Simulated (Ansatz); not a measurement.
# Ag (omega type): how the settings move a single-point run

How sensitive is a single-point run of Ag (omega type) to its settings? A reference run comes first, then one run with altered input.

Method: reference: DFT, PBE, all-electron PAW with datasets made for the crystal, scalar-relativistic, in Ansatz 0.2.0.

### Step 1. The starting structure

Symmetry: P6/mmm, No. 191, hexagonal system. Conventional cell: a = 4.728 Å, b = 4.728 Å, c = 2.828 Å, α = 90.00°, β = 90.00°, γ = 120.00°. Ag (site symmetry 6/mmm) is surrounded by 14 Ag at 2.83 to 3.07 Å. Around Ag (site symmetry -6m2) lie 11 Ag at 2.73 to 3.07 Å.

Coordinates:

```xyz
3
Lattice="4.7279 0.0000 0.0000 -2.3639 4.0945 0.0000 0.0000 0.0000 2.8276" Properties=species:S:1:pos:R:3 pbc="T T T"
Ag    0.0000    0.0000    0.0000
Ag    0.0000    2.7296    1.4138
Ag    2.3639    1.3648    1.4138
```

### Step 2. Baseline

File input.yaml:

```yaml
crystal:
  lattice:
    - [4.727890674, 0.0, 0.0]
    - [-2.363945337, 4.09447343, 0.0]
    - [0.0, 0.0, 2.8276034994]
  atoms:
    - { symbol: Ag, position: [0.0, 0.0, 0.0] }
    - { symbol: Ag, position: [0.3333333333, 0.6666666667, 0.5] }
    - { symbol: Ag, position: [0.6666666667, 0.3333333333, 0.5] }
kpoints:
  mp_grid: { grid: [8, 8, 11] }
scf:
  occupations: { method: fermi_dirac, width: 0.05 }
hamiltonian:
  xc: pbe
  pseudopotentials: { kind: all_electron, datasets: crystal }
output:
  forces: true
  stress: true
  eigenvalues: true
```

The run is started by

```console
ansatz run input.yaml --threads 1 --pin off --max-ram 3072MiB --backend cpu --events-out ev --progress --plain --runs-dir out
```

### Step 3. Variant: mixing.algorithm msr1, mixing.beta 0.5, xc_grid 1

Edit input.yaml of step 2 so:

```diff
@@ -13,2 +13,3 @@
   occupations: { method: fermi_dirac, width: 0.05 }
+  mixing: { algorithm: msr1, beta: 0.5 }
 hamiltonian:
@@ -20 +21,3 @@
   eigenvalues: true
+basis:
+  xc_grid: 1
```

What does the calculation give? Wanted: for each run, ending; energy change; pressure; gap; force.

As calculated:

| run | ending | energy change | pressure (GPa) | gap (eV) | force (eV/Å) | cycles | time |
| --- | --- | --- | --- | --- | --- | --- | --- |
| reference | converged | 0 | 0.0 | 0.00 | 0.00 | 9 | 12 s |
| 1: mixing.algorithm msr1, mixing.beta 0.5, xc_grid 1 | converged | 0.0 meV/atom | 0.0 | 0.00 | 0.00 | 9 | 12 s |

Residual by cycle in the longest SCF loop of each run; runs are numbered as in the table. The quantity is the density residual dr2, in eV.

| cycle | reference | run 1 |
| --- | --- | --- |
| 1 | 2.78 | 2.78 |
| 2 | 0.5 | 0.5 |
| 3 | 0.00564 | 0.00564 |
| 4 | 0.0174 | 0.0174 |
| 5 | 0.0056 | 0.0056 |
| 6 | 2.4e-5 | 2.4e-5 |
| 7 | 7.9e-6 | 7.9e-6 |
| 8 | 1.1e-7 | 9.7e-8 |
| 9 | 3.7e-9 | 5.0e-9 |

Changing the mixing and numerical grids hardly moves the energy: 0.0 meV/atom.
